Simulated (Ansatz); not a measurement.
**VO$_{2}$ (P4_2/mnm)**

These are results of DFT PBE+U, scalar-relativistic, plane waves, PAW in Ansatz, not measurements.

Settings: cutoff 420 eV, Γ-centred mesh 6×6×10 on the computed 6-atom cell, Gaussian smearing of 0.02 eV; U_eff V 3.25 eV on the d shells (Löwdin-orthogonalised atomic orbitals); collinear spin from starting moments 0.95 0.95 0 0 0 0 μB.

The structure is relaxed at this level of theory with its symmetry kept.

```
CELL_PARAMETERS angstrom
4.48206 0.00000 0.00000
0.00000 4.48206 0.00000
0.00000 0.00000 3.02542
ATOMIC_POSITIONS crystal
V 0.00000 0.00000 0.00000
V 0.50000 0.50000 0.50000
O 0.29899 0.29899 0.00000
O 0.20101 0.79899 0.50000
O 0.70101 0.70101 0.00000
O 0.79899 0.20101 0.50000
```

| Item | Value |
| --- | --- |
| Space group | P4_2/mnm (No. 136) |
| Volume per atom | 10.13 Å³ |
| Kohn–Sham band gap | 0.88 eV, indirect from Γ to R |
| Löwdin character of the top 1 eV of the valence band | O 2p 60 %, V 3d 38 % |
| Löwdin character of the lowest 1 eV of the conduction band | V 3d 86 %, O 2p 12 % |
| Electron masses at the edge by Cartesian direction of the standard setting (m_e; degenerate bands sorted by energy; no spin-orbit coupling) | x: 1.5, 1.5; y: 0.48, 0.48; z: 1.2, 1.2 |
| Hole masses at the edge by Cartesian direction of the standard setting (m_e; degenerate bands sorted by energy; no spin-orbit coupling) | x: 1.8; y: 1.8; z: 1.5 |
| Bulk modulus | 233 GPa |
| Its pressure derivative | 4.4 |
| Bader charges (e) | V (2 in the cell) 2.21, O (4 in the cell) -1.11 |
| Total moment | 2.00 μB per cell |
| Site moments (μB; atoms counted from 1 over the whole cell) | V (atom 1) 0.86, V (atom 2) 0.86, O (atom 3) -0.06, O (atom 4) -0.06, O (atom 5) -0.06, O (atom 6) -0.06 |

The state reached may not be the lowest one.

Only this magnetic start was tried.

Cost: 11 runs of about 10 core-minutes in all, on Intel Xeon Platinum 8559C (Emerald Rapids) (shared hosts).